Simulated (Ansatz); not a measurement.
## MnO under changes of volume

One of the cells (10.999 Å³/atom); the others are scaled copies at fixed shape and fractional positions:

```xyz
2
Lattice="0.0000 2.2239 2.2239 2.2239 0.0000 2.2239 2.2239 2.2239 0.0000" Properties=species:S:1:pos:R:3 pbc="T T T"
Mn    0.0000    0.0000    0.0000
O     2.2239    2.2239    2.2239
```

The cell is a database's computed one.

```yaml
Program: Ansatz 0.2.0
Functional: B3LYP
Potentials_or_basis: Ansatz PAW
Cutoff: "420 eV (not typed: the program's choice for these potentials)"
k_mesh: 5 × 5 × 5
Occupations: fermi-dirac, width 0.05 eV
Spin: collinear spin, ferromagnetic start
Starting_moments: "[4.0, 0.0] μB"
```

```csv
volume (Å³/atom),energy over the lowest point (meV/atom),pressure (GPa),gap on the mesh (eV)
10.339,?,?,?
10.559,30.89,13.2,1.97
10.779,15.82,9.1,2.09
10.999,5.47,5.4,2.05
11.219,0.68,2.0,2.00
11.439,0.00,-1.0,1.96
11.659,3.22,-3.7,1.92
```

Problem. What does the run at 10.339 Å³/atom give?

Solution. Energy over the lowest point 51.97 meV/atom; pressure 17.8 GPa; gap on the mesh 1.82 eV.

Worked out: A Birch-Murnaghan fit of order 3 (a polynomial in V^(-2/3)) to the other rows has its minimum at 11.36 Å³/atom with B0 = V·E''(V) = 155 GPa and B' = 4.1. It gives 52.18 meV/atom at 10.339 Å³/atom, against the run's 51.97, and -dE/dV = 17.8 GPa, against 17.8. The gap follows no smooth curve through the other rows.

Energies are extrapolated to zero smearing.

Caveats: all runs use coarse meshes; the magnetic or orbital state may not be the lowest; odd divisions of the mesh miss points on the zone boundary, where band edges often lie, so the gap on the mesh can be too wide; a cell with one magnetic atom can't hold antiferromagnetic order, which such compounds often take; the PAW data sets come from PBE, with cores solved anew for the run's functional, which leaves a small shift of forces and pressure; the thresholds are loose for stress.

A mesh can miss the band edges.
